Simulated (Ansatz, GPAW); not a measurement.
CsI: PBE in single-zeta orbitals, run from Python

These are simulated results from GPAW 26.7.0, not measurements. The cell was built from a prototype and was relaxed with r2SCAN in plane waves (Ansatz 0.2.0). Not every such cell is a known phase. All runs are without spin polarisation.

It is cubic, Pm-3m (No. 221); a = 4.608 Å in the conventional setting, 48.93 Å³ an atom. Cs has 8 I at 3.99 Å; I has 8 Cs at 3.99 Å.

The basis is minimal: single zeta, one radial function for each shell that the log's basis lists. It describes the filled bands fairly and the empty ones poorly.

Input script:

```python
import json
from ase import Atoms
from gpaw import GPAW, PW, FermiDirac

atoms = Atoms(['Cs', 'I'],
              cell=[[4.60814, 0.0, 0.0], [0.0, 4.60814, 0.0], [0.0, 0.0, 4.60814]],
              scaled_positions=[[-0.0, -0.0, 0.0], [0.5, 0.5, 0.5]],
              pbc=True)
calc = GPAW(mode='lcao', basis='sz(dzp)', h=0.2, xc='PBE', kpts={'size': (4, 4, 4), 'gamma': True},
            occupations=FermiDirac(0.02), maxiter=100, legacy_gpaw=True, txt='gpaw.txt')
atoms.calc = calc
res = {'energy': atoms.get_potential_energy(force_consistent=True)}
res['electrons'] = calc.get_number_of_electrons()
res['k'] = calc.get_ibz_k_points().tolist()
res['levels'] = [calc.get_eigenvalues(kpt=i).tolist() for i in range(len(res['k']))]
points = [[0.0, 0.0, 0.0], [0.0, 0.5, 0.0], [0.5, 0.5, 0.0], [0.5, 0.5, 0.5], [0.0, 0.5, 0.5]]
bands = calc.fixed_density(kpts=points, symmetry='off', txt='bands.txt')
res['points'] = [bands.get_eigenvalues(kpt=i).tolist() for i in range(len(points))]
json.dump(res, open('results.json', 'w'))
print('free energy (eV):', round(res['energy'], 5))
```

Command: `python run.py`. It took 35 s on 1 thread of Arm Neoverse V2 (shared host), peak memory 0.21 GiB.

The log gpaw.txt, trimmed of paths, versions and times, then the last line on the terminal. An iter line gives the energy in eV and the logarithms of the changes of orbitals (plane waves alone) and density (c: converged):

```
___ ___ ___ _ _ _
 |   |   |_  | | | |

 | | | | | . | | | |

 |__ |  _|___|_____|  26.7.0
 |___|_|

Input parameters:
  basis: sz(dzp)
  h: 0.2
  kpts: {gamma: True,
         size: (4, 4, 4)}
  maxiter: 100
  mode: lcao
  occupations: {fixmagmom: False,
                name: fermi-dirac,
                width: 0.02}
  xc: PBE

System changes: positions, numbers, cell, pbc, initial_charges, initial_magmoms

Initialize ...

species:
  Cs:
    name:    Caesium
    Z:       55.0
    valence: 9
    core:    46
    charge:  0.0  # [|e|]
    compensation charges:
      type: gauss
      rc: 0.33  # [Å]
      lmax: 2
    cutoffs:
      filter: 2.06  # [Å]
      core: 2.51  # [Å]
    projectors
    | kind |    occ | energy [eV] | rcut [Å] |

    |------|--------|-------------|----------|

    |   5s |  2.000 |     -26.706 |    1.164 |

    |   6s |  1.000 |      -2.085 |    1.164 |

    |   5p |  6.000 |     -13.523 |    1.058 |

    |    p |        |      13.688 |    1.058 |

    |    d |        |       0.000 |    1.058 |

    LCAO basis set for Cs:
      Name: sz(dzp)
      Number of radial functions: 5
      Number of spherical harmonics: 13
        l=0, rc=5.2188 Bohr: 5s-sz confined orbital
        l=0, rc=14.1406 Bohr: 6s-sz confined orbital
        l=1, rc=6.3281 Bohr: 5p-sz confined orbital
        l=1, rc=16.0000 Bohr: 6p-sz confined orbital
        l=2, rc=16.0000 Bohr: 5d-sz confined orbital
      Number of RI-basis functions 0

  I:
    name:    Iodine
    Z:       53.0
    valence: 7
    core:    46
    charge:  0.0  # [|e|]
    compensation charges:
      type: gauss
      rc: 0.37  # [Å]
      lmax: 2
    cutoffs:
      filter: 2.06  # [Å]
      core: 2.90  # [Å]
    projectors
    | kind |    occ | energy [eV] | rcut [Å] |

    |------|--------|-------------|----------|

    |   5s |  2.000 |     -17.382 |    1.164 |

    |   5p |  5.000 |      -7.088 |    1.164 |

    |    s |        |       9.829 |    1.164 |

    |    p |        |      20.123 |    1.164 |

    |    d |        |       0.000 |    1.164 |

    LCAO basis set for I:
      Name: sz(dzp)
      Number of radial functions: 2
      Number of spherical harmonics: 4
        l=0, rc=5.8750 Bohr: 5s-sz confined orbital
        l=1, rc=7.5156 Bohr: 5p-sz confined orbital
      Number of RI-basis functions 0

Reference energy: -405340.872152  # eV

Spin-paired calculation

Convergence criteria:
 Maximum [total energy] change in last 3 cyles: 0.0005 eV / valence electron
 Maximum integral of absolute [dens]ity change: 0.0001 electrons / valence electron
 Maximum integral of absolute [eigenst]ate change: 4e-08 eV^2 / valence electron
 Maximum number of scf [iter]ations: 100
 (Square brackets indicate name in SCF output, whereas a 'c' in
 the SCF output indicates the quantity has converged.)

Symmetries present (total): 48

  ( 1  0  0)  ( 1  0  0)  ( 1  0  0)  ( 1  0  0)  ( 1  0  0)  ( 1  0  0)
  ( 0  1  0)  ( 0  1  0)  ( 0  0  1)  ( 0  0  1)  ( 0  0 -1)  ( 0  0 -1)
  ( 0  0  1)  ( 0  0 -1)  ( 0  1  0)  ( 0 -1  0)  ( 0  1  0)  ( 0 -1  0)

  ( 1  0  0)  ( 1  0  0)  ( 0  1  0)  ( 0  1  0)  ( 0  1  0)  ( 0  1  0)
  ( 0 -1  0)  ( 0 -1  0)  ( 1  0  0)  ( 1  0  0)  ( 0  0  1)  ( 0  0  1)
  ( 0  0  1)  ( 0  0 -1)  ( 0  0  1)  ( 0  0 -1)  ( 1  0  0)  (-1  0  0)

  ( 0  1  0)  ( 0  1  0)  ( 0  1  0)  ( 0  1  0)  ( 0  0  1)  ( 0  0  1)
  ( 0  0 -1)  ( 0  0 -1)  (-1  0  0)  (-1  0  0)  ( 1  0  0)  ( 1  0  0)
  ( 1  0  0)  (-1  0  0)  ( 0  0  1)  ( 0  0 -1)  ( 0  1  0)  ( 0 -1  0)

  ( 0  0  1)  ( 0  0  1)  ( 0  0  1)  ( 0  0  1)  ( 0  0  1)  ( 0  0  1)
  ( 0  1  0)  ( 0  1  0)  ( 0 -1  0)  ( 0 -1  0)  (-1  0  0)  (-1  0  0)
  ( 1  0  0)  (-1  0  0)  ( 1  0  0)  (-1  0  0)  ( 0  1  0)  ( 0 -1  0)

  ( 0  0 -1)  ( 0  0 -1)  ( 0  0 -1)  ( 0  0 -1)  ( 0  0 -1)  ( 0  0 -1)
  ( 1  0  0)  ( 1  0  0)  ( 0  1  0)  ( 0  1  0)  ( 0 -1  0)  ( 0 -1  0)
  ( 0  1  0)  ( 0 -1  0)  ( 1  0  0)  (-1  0  0)  ( 1  0  0)  (-1  0  0)

  ( 0  0 -1)  ( 0  0 -1)  ( 0 -1  0)  ( 0 -1  0)  ( 0 -1  0)  ( 0 -1  0)
  (-1  0  0)  (-1  0  0)  ( 1  0  0)  ( 1  0  0)  ( 0  0  1)  ( 0  0  1)
  ( 0  1  0)  ( 0 -1  0)  ( 0  0  1)  ( 0  0 -1)  ( 1  0  0)  (-1  0  0)

  ( 0 -1  0)  ( 0 -1  0)  ( 0 -1  0)  ( 0 -1  0)  (-1  0  0)  (-1  0  0)
  ( 0  0 -1)  ( 0  0 -1)  (-1  0  0)  (-1  0  0)  ( 0  1  0)  ( 0  1  0)
  ( 1  0  0)  (-1  0  0)  ( 0  0  1)  ( 0  0 -1)  ( 0  0  1)  ( 0  0 -1)

  (-1  0  0)  (-1  0  0)  (-1  0  0)  (-1  0  0)  (-1  0  0)  (-1  0  0)
  ( 0  0  1)  ( 0  0  1)  ( 0  0 -1)  ( 0  0 -1)  ( 0 -1  0)  ( 0 -1  0)
  ( 0  1  0)  ( 0 -1  0)  ( 0  1  0)  ( 0 -1  0)  ( 0  0  1)  ( 0  0 -1)

64 k-points: 4 x 4 x 4 Monkhorst-Pack grid + [1/8,1/8,1/8]
10 k-points in the irreducible part of the Brillouin zone
       k-points in crystal coordinates                weights
   0:     0.00000000    0.00000000    0.00000000          1/64
   1:     0.25000000    0.00000000    0.00000000          6/64
   2:     0.25000000    0.25000000    0.00000000         12/64
   3:     0.25000000    0.25000000    0.25000000          8/64
   4:     0.50000000    0.00000000    0.00000000          3/64
   5:     0.50000000    0.25000000    0.00000000         12/64
   6:     0.50000000    0.25000000    0.25000000         12/64
   7:     0.50000000    0.50000000    0.00000000          3/64
   8:     0.50000000    0.50000000    0.25000000          6/64
   9:     0.50000000    0.50000000    0.50000000          1/64

Wave functions: LCAO
  Diagonalizer: Serial LAPACK
  Atomic Correction: dense with blas
  Data-type: complex

Occupation numbers: Fermi-Dirac:
  width: 0.0200  # eV

Eigensolver
   LCAO using direct dense diagonalizer

Densities:
  Coarse grid: 24*24*24 grid
  Fine grid: 48*48*48 grid
  Total Charge: 0.000000

Density mixing:
  Method: separate
  Backend: msr1
  Linear mixing parameter: 0.05
  old densities: 10
  Width of damping distribution: 1.1
  Damping of long wavelength oscillations: 20

Hamiltonian:
  XC and Coulomb potentials evaluated on a 48*48*48 grid
  Using the PBE Exchange-Correlation functional
  Interpolation: tri-quintic (5. degree polynomial)
  Poisson solver: FastPoissonSolver using
    Stencil: 6*3+1=19 point O(h^6) finite-difference Laplacian
    FFT axes: [np.int64(0), np.int64(1), np.int64(2)]
    FST axes: []

XC parameters: PBE with 2 nearest neighbor stencil

Memory estimate:
  Process memory now: 120.35 MiB
  Calculator: 41.18 MiB
    Density: 13.24 MiB
      Arrays: 2.74 MiB
      Localized functions: 8.39 MiB
      Mixer: 2.11 MiB
    Hamiltonian: 2.42 MiB
      Arrays: 1.79 MiB
      XC: 0.00 MiB
      Poisson: 0.00 MiB
      vbar: 0.63 MiB
    Wavefunctions: 25.52 MiB
      C [qnM]: 0.02 MiB
      S, T [2 x qmm]: 0.09 MiB
      P [aqMi]: 0.00 MiB
      BasisFunctions: 25.41 MiB
      Eigensolver: 0.00 MiB

Total number of cores used: 1

Number of atoms: 2
Number of atomic orbitals: 17
Number of bands in calculation: 9
Number of valence electrons: 16
Bands to converge: occupied

... initialized

Initializing position-dependent things.

Density initialized from atomic densities
    .----------.
   /|          |

  / |          |

 *  |          |

 |  |          |

 |  |   I      |

 |  .----------.
 | /          /
 |/          /
 Cs---------*
Positions:
   0 Cs     0.000000    0.000000    0.000000    ( 0.0000,  0.0000,  0.0000)
   1 I      2.304070    2.304070    2.304070    ( 0.0000,  0.0000,  0.0000)

Unit cell:
           periodic     x           y           z      points  spacing
  1. axis:    yes    4.608140    0.000000    0.000000    24     0.1920
  2. axis:    yes    0.000000    4.608140    0.000000    24     0.1920
  3. axis:    yes    0.000000    0.000000    4.608140    24     0.1920

  Lengths:   4.608140   4.608140   4.608140
  Angles:   90.000000  90.000000  90.000000

Effective grid spacing dv^(1/3) = 0.1920

iter:   1    -5.284403        c
iter:   2    -5.256410        c -1.34
iter:   3    -5.103472        c -1.37
iter:   4    -5.102846        c -2.05
iter:   5    -5.102914c       c -2.33
iter:   6    -5.102906c       c -2.94
iter:   7    -5.102906c       c -4.28c

Converged after 7 iterations.

Energy contributions relative to reference atoms: (reference = -405340.872152)

Kinetic:         +3.081196
Potential:       -2.621618
External:        +0.000000
XC:              -5.593269
Entropy (-ST):   -0.000000
Local:           +0.030785
SIC:             +0.000000
--------------------------
Free energy:     -5.102906
Extrapolated:    -5.102906

Showing only first 2 kpts
 Kpt  Band  Eigenvalues  Occupancy
  0     6      2.36366    2.00000
  0     7      2.36366    2.00000
  0     8      6.23334    0.00000

  1     6      2.29344    2.00000
  1     7      2.29344    2.00000
  1     8      7.18255    0.00000

Fermi level: 4.10738

Gap: 3.765 eV
Transition (v -> c):
  (s=0, k=7, n=7, [0.50, 0.50, 0.00]) -> (s=0, k=0, n=8, [0.00, 0.00, 0.00])
Direct/indirect transitions are different
Direct gap: 3.870 eV
Transition at: (s=0, k=0, n=7, [0.00, 0.00, 0.00])

free energy (eV): -5.10291
```

The gap in the log is over the mesh alone; results.json adds the listed points. PBE in single-zeta orbitals gives a gap of 3.77 eV. On the same cell, plane-wave PBE (Ansatz, 6×6×6 k points and the special points) gives a gap of 3.80 eV and r2SCAN a gap of 4.52 eV; on shared hosts these took about 2.2 and 6.1 core-seconds on the 2-atom cell, against 35 for the script. Spin-orbit coupling, left out in all these runs, can cut or reorder the gap by tenths of an eV, up to about 1 eV with Pb or Bi.

No spin-orbit coupling is included; it can move band edges with weight on the heavy atoms by tenths of an eV.
